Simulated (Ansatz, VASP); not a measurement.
RbBr in VASP and in Ansatz

INCAR

```
PREC = Accurate
ENCUT = 520
EDIFF = 1E-6
ISMEAR = 0
SIGMA = 0.01
LREAL = False
LASPH = True
NELM = 100
ALGO = Normal
ISIF = 2
LWAVE = False
LCHARG = False
GGA = PE
NBANDS = 15
```

File KPOINTS:

```
Automatic mesh
0
Gamma
  4 4 4
```

Contents of POSCAR:

```
RbBr
1.0
    0.0000000000      3.4608261073      3.4608261073
    3.4608261073      0.0000000000      3.4608261073
    3.4608261073      3.4608261073      0.0000000000
Rb Br
1 1
Direct
    0.0000000000      0.0000000000      0.0000000000
    0.5000000000      0.5000000000      0.5000000000
```

Input for Ansatz:

```yaml
crystal:
  lattice:
    - [0.0, 3.4608261073, 3.4608261073]
    - [3.4608261073, 0.0, 3.4608261073]
    - [3.4608261073, 3.4608261073, 0.0]
  atoms:
    - { symbol: Rb, position: [0.0, 0.0, 0.0] }
    - { symbol: Br, position: [0.5, 0.5, 0.5] }
kpoints:
  mp_grid: { grid: [4, 4, 4] }
hamiltonian:
  xc: pbe
scf:
  occupations: { method: fixed }
  n_extra_bands: 4
output:
  forces: true
  stress: true
  eigenvalues: true
```

The cell was built by a generator and needn't be a form met in nature.

Alike in both runs: task single point; functional PBE; k mesh 4 × 4 × 4; no spin polarisation.

|  | VASP | Ansatz |
| --- | --- | --- |
| version | VASP 6.6.1 | Ansatz 0.2.0 |
| potentials or method | VASP PAW PBE potentials, release 64 (Rb_sv, Br) | plane waves, PAW |
| plane-wave cutoff (eV) | 520 | 420 |
| occupations | gaussian, width 0.01 eV | fixed |
| valence electrons in the cell | 16 | 16 |

VASP gave:

| Item | Value |
| --- | --- |
| gap on the k mesh at the Fermi level (eV) | 4.29 |
| pressure (GPa) | 0.6 |

Which values does Ansatz return?

gap on the k mesh at the Fermi level (eV): 4.29; pressure (GPa): 0.5.

Expect the measured gap to be larger: semilocal functionals such as PBE lack the derivative discontinuity.
